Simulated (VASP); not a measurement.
**Input and output of a VASP r²SCAN single-point calculation on MgS (strained zincblende)**

INCAR

```
LWAVE = .FALSE.
EDIFF = 1E-7
ENCUT = 520
NELM = 120
ISMEAR = 0
ALGO = Normal
ISIF = 2
NBANDS = 11
IBRION = -1
PREC = Accurate
LREAL = .FALSE.
METAGGA = R2SCAN
LCHARG = .FALSE.
LASPH = .TRUE.
SIGMA = 0.01
NSW = 0
```

KPOINTS

```
KPOINTS created by Atomic Simulation Environment
0
Gamma
8 8 8
0 0 0
```

KPOINTS_OPT

```
special points
6
Reciprocal
0.0000000000 0.0000000000 0.0000000000 1
-0.5000000000 -0.5000000000 0.0000000000 1
-0.3750000000 -0.3750000000 0.2500000000 1
-0.3750000000 0.0000000000 0.3750000000 1
0.0000000000 0.0000000000 0.5000000000 1
-0.5000000000 -0.2500000000 0.2500000000 1
```

POSCAR

```
Mg S
 1.0000000000000000
     0.0000000000000000    2.8308768411999998    2.9158031465000001
     2.8308768411999998    0.0000000000000000    2.9158031465000001
     2.8308768411999998    2.8308768411999998    0.0000000000000000
 Mg  S
   1   1
Cartesian
  0.0000000000000000  0.0000000000000000  0.0000000000000000
  1.4154384205999999  1.4154384205999999  1.4579015732500002
```

VASP ran with the recommended PBE PAW datasets (8 valence electrons in the cell).

Command

```
mpirun -np 1 vasp_std
```

From OUTCAR

```
k-points           NKPTS =     59   k-points in BZ     NKDIM =     59   number of bands    NBANDS=     11

   NELECT =       8.0000    total number of electrons

   dimension x,y,z NGX =    30 NGY =   30 NGZ =   30
   dimension x,y,z NGXF=    60 NGYF=   60 NGZF=   60

  energy-cutoff  :      520.00
  volume of cell :       46.73
      direct lattice vectors                 reciprocal lattice vectors
     0.000000000  2.830876841  2.915803147    -0.176623721  0.176623721  0.171479340
     2.830876841  0.000000000  2.915803147     0.176623721 -0.176623721  0.171479340
     2.830876841  2.830876841  0.000000000     0.176623721  0.176623721 -0.171479340

 k-points in reciprocal lattice and weights: KPOINTS created by Atomic Simulation Env
   0.00000000  0.00000000  0.00000000       0.002
   0.12500000  0.00000000  0.00000000       0.016
   0.25000000  0.00000000  0.00000000       0.016
   0.37500000  0.00000000  0.00000000       0.016
   0.50000000  0.00000000  0.00000000       0.008
   0.12500000  0.12500000  0.00000000       0.004
   0.25000000  0.12500000  0.00000000       0.016
   0.37500000  0.12500000  0.00000000       0.016
   ...

 E-fermi :   0.7217

 k-point     1 :       0.0000    0.0000    0.0000
  band No.  band energies     occupation
      1     -11.0504      2.00000
      2       0.5355      2.00000
      3       0.6198      2.00000
      4       0.6198      2.00000
      5       4.5608      0.00000
      6       9.0991      0.00000
      7       9.1155      0.00000
      8       9.1155      0.00000
      9      11.7200      0.00000
     10      12.2328      0.00000
     11      14.7416      0.00000

 k-point     2 :       0.1250    0.0000    0.0000
  band No.  band energies     occupation
      1     -10.9658      2.00000
      2      -0.0515      2.00000
      3       0.5051      2.00000
      4       0.5754      2.00000
      5       5.1969      0.00000
      6       8.9125      0.00000
      7       9.2731      0.00000
      8       9.3062      0.00000
      9      11.3190      0.00000
     10      11.7216      0.00000
     11      14.3538      0.00000

 k-point     3 :       0.2500    0.0000    0.0000
  band No.  band energies     occupation
      1     -10.7478      2.00000
      2      -1.1949      2.00000
      3       0.3679      2.00000
      4       0.4745      2.00000
      5       6.0735      0.00000
      6       8.8905      0.00000
      7       9.2419      0.00000
      8       9.4097      0.00000
      9      11.5477      0.00000
     10      11.6438      0.00000
     11      13.4848      0.00000

 k-point     4 :       0.3750    0.0000    0.0000
  band No.  band energies     occupation
      1     -10.5060      2.00000
      2      -2.1100      2.00000
      3       0.2427      2.00000
      4       0.3813      2.00000
      5       6.2798      0.00000
      6       8.8006      0.00000
      7       9.0741      0.00000
      8       9.4783      0.00000
      9      12.8645      0.00000
     10      12.9494      0.00000
     11      13.5312      0.00000

 k-point     5 :       0.5000    0.0000    0.0000
  band No.  band energies     occupation
      1     -10.3973      2.00000
      2      -2.4571      2.00000
      3       0.1937      2.00000
      4       0.3448      2.00000
      5       6.2544      0.00000
      6       8.6377      0.00000
      7       8.9011      0.00000
      8       9.7083      0.00000
      9      14.1538      0.00000
     10      14.2163      0.00000
     11      14.4662      0.00000

 k-point     6 :       0.1250    0.1250    0.0000
  band No.  band energies     occupation
      1     -10.9423      2.00000
      2      -0.0900      2.00000
      3       0.4562      2.00000
      4       0.4562      2.00000
      5       5.3856      0.00000
      6       8.5903      0.00000
      7       9.5488      0.00000
      8       9.5488      0.00000
      9      10.2673      0.00000
     10      12.4896      0.00000
     11      15.6132      0.00000

 k-point     7 :       0.2500    0.1250    0.0000
  band No.  band energies     occupation
      1     -10.7720      2.00000
      2      -0.9071      2.00000
      3       0.2900      2.00000
      4       0.3083      2.00000
      5       6.1970      0.00000
      6       8.3406      0.00000
      7       9.0976      0.00000
      8       9.8986      0.00000
      9      10.6183      0.00000
     10      12.5650      0.00000
     11      14.7686      0.00000

 k-point     8 :       0.3750    0.1250    0.0000
  band No.  band energies     occupation
      1     -10.5357      2.00000
      2      -1.7982      2.00000
      3       0.0478      2.00000
      4       0.2187      2.00000
      5       6.6724      0.00000
      6       8.1307      0.00000
      7       9.2119      0.00000
      8       9.7015      0.00000
      9      11.9564      0.00000
     10      13.4511      0.00000
     11      14.2451      0.00000

 k-point     9 :       0.5000    0.1250    0.0000
  band No.  band energies     occupation
      1     -10.3735      2.00000
      2      -2.3002      2.00000
      3      -0.1647      2.00000
      4       0.2310      2.00000
      5       6.7812      0.00000
      6       7.8708      0.00000
      7       9.3478      0.00000
      8      10.0173      0.00000
      9      13.2427      0.00000
     10      14.2785      0.00000
     11      14.9131      0.00000

 k-point    10 :      -0.3750    0.1250    0.0000
  band No.  band energies     occupation
      1     -10.4039      2.00000
      2      -2.2011      2.00000
      3      -0.2404      2.00000
      4       0.3373      2.00000
      5       6.8405      0.00000
      6       8.0821      0.00000
      7       9.2668      0.00000
      8       9.7663      0.00000
      9      12.5468      0.00000
     10      13.9386      0.00000
     11      15.1758      0.00000

 k-point    11 :      -0.2500    0.1250    0.0000
  band No.  band energies     occupation
      1     -10.6031      2.00000
      2      -1.5490      2.00000
      3      -0.1322      2.00000
      4       0.4836      2.00000
      5       6.7295      0.00000
      6       8.5864      0.00000
      7       8.9692      0.00000
      8       9.5222      0.00000
      9      11.0235      0.00000
     10      13.3619      0.00000
     11      14.2184      0.00000

 k-point    12 :      -0.1250    0.1250    0.0000
  band No.  band energies     occupation
      1     -10.8327      2.00000
      2      -0.6591      2.00000
      3       0.1598      2.00000
      4       0.5862      2.00000
      5       5.9586      0.00000
      6       8.5721      0.00000
      7       9.4081      0.00000
      8       9.5338      0.00000
      9      10.7632      0.00000
     10      12.0406      0.00000
     11      14.6294      0.00000

 k-point    13 :       0.2500    0.2500    0.0000
  band No.  band energies     occupation
      1     -10.6640      2.00000
      2      -1.1370      2.00000
      3       0.1012      2.00000
      4       0.1012      2.00000
      5       6.1819      0.00000
      6       7.7720      0.00000
      7       9.3317      0.00000
      8      10.6971      0.00000
      9      10.6972      0.00000
     10      13.2406      0.00000
     11      16.8424      0.00000

 k-point    14 :       0.3750    0.2500    0.0000
  band No.  band energies     occupation
      1     -10.4756      2.00000
      2      -1.6642      2.00000
      3      -0.2148      2.00000
      4      -0.0282      2.00000
      5       6.1465      0.00000
      6       7.7688      0.00000
      7       9.3808      0.00000
      8      10.9633      0.00000
      9      11.9618      0.00000
     10      14.0195      0.00000
     11      15.9264      0.00000

 k-point    15 :       0.5000    0.2500    0.0000
  band No.  band energies     occupation
      1     -10.3128      2.00000
      2      -1.9974      2.00000
      3      -0.7105      2.00000
      4      -0.0196      2.00000
      5       6.3492      0.00000
      6       8.1968      0.00000
      7       9.6035      0.00000
      8      10.5724      0.00000
      9      12.8936      0.00000
     10      14.4907      0.00000
     11      15.6580      0.00000

 k-point    16 :      -0.3750    0.2500    0.0000
  band No.  band energies     occupation
      1     -10.2845      2.00000
      2      -1.9763      2.00000
      3      -1.0348      2.00000
      4       0.1223      2.00000
      5       6.8376      0.00000
      6       8.2739      0.00000
      7       9.8249      0.00000
      8      10.1891      0.00000
      9      12.6481      0.00000
     10      12.9741      0.00000
     11      15.9461      0.00000

 ...

  Total       -0.4942059     -0.4942059     -0.7317823      0.0000000      0.0000000      0.0000000
  in kB      -16.9429231    -16.9429231    -25.0877844      0.0000000      0.0000000      0.0000000
  external PRESSURE =     -19.6578769 kB  Pullay stress =       0.0000000 kB

 POSITION                                       TOTAL-FORCE (eV/Angst)
 -----------------------------------------------------------------------------------
      0.00000      0.00000      0.00000         0.000000      0.000000     -0.000000
      1.41544      1.41544      1.45790        -0.000000     -0.000000      0.000000
 -----------------------------------------------------------------------------------
    total drift:                               -0.000001     -0.000001     -0.000004

  FREE ENERGIE OF THE ION-ELECTRON SYSTEM (eV)
  ---------------------------------------------------
  free  energy   TOTEN  =       -15.4389833401 eV

  energy  without entropy=      -15.4389833401  energy(sigma->0) =      -15.43898334
```

| Property | Result |
| --- | --- |
| gap between bands v and c | 3.94 eV |
| least direct gap | 3.94 eV |
| pressure | -2.0 GPa |

Band v is the last that the valence electrons fill when counted band by band, and c is the next.

The run took about 92 s on one core of a shared host (Intel Xeon Platinum 8488C) and held 0.19 GiB at most.
